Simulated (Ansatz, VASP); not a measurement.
## Hg: VASP beside Ansatz

INCAR

```
PREC = Accurate ; ENCUT = 520
EDIFF = 1E-6 ; ISMEAR = 1
SIGMA = 0.0064 ; LREAL = F
LASPH = T ; NELM = 80
ALGO = Normal ; ISIF = 2
LWAVE = F ; LCHARG = F
GGA = PE ; NBANDS = 12
```

KPOINTS

```
Automatic mesh
0
Gamma
  8 8 8
```

File POSCAR:

```
Hg
1.0
    0.0000000000      2.2469664880      2.2469664880
    2.2469664880      0.0000000000      2.2469664880
    2.2469664880      2.2469664880      0.0000000000
Hg
1
Direct
    0.0000000000      0.0000000000      0.0000000000
```

Input for Ansatz:

```yaml
crystal:
  lattice:
    - [0.0, 2.246966488, 2.246966488]
    - [2.246966488, 0.0, 2.246966488]
    - [2.246966488, 2.246966488, 0.0]
  atoms:
    - { symbol: Hg, position: [0.0, 0.0, 0.0] }
basis:
  ecutwfc: 420
kpoints:
  mp_grid: { grid: [8, 8, 8] }
hamiltonian:
  xc: pbe
scf:
  occupations: { method: methfessel_paxton, width: 0.0064 }
output:
  forces: true
  stress: true
  eigenvalues: true
```

Alike in both runs: task single point; functional PBE; k mesh 8 × 8 × 8; occupations methfessel-paxton of order 1, width 0.0064 eV; no spin polarisation.

|  | VASP | Ansatz |
| --- | --- | --- |
| version | VASP 6.6.1 | Ansatz 0.2.0 |
| potentials or method | VASP PAW PBE potentials, release 64 (Hg) | scalar-relativistic, plane waves, PAW |
| plane-wave cutoff (eV) | 520 | 420 |
| valence electrons in the cell | 12 | 20 |

VASP gave:

- gap on the k mesh at the Fermi level (eV): none
- pressure (GPa): 6.9

Question: What did Ansatz give for the same quantities?

Answer: gap on the k mesh at the Fermi level (eV): none; pressure (GPa): 6.5.

A gap of «none» marks a metal or a gap that the smearing closes. The functional is the same, so the differences come from potentials, cutoffs and numerics. The two sets of potentials don't hold the same shells in valence.

The runs have no spin-orbit coupling, so splittings on Hg are missing.
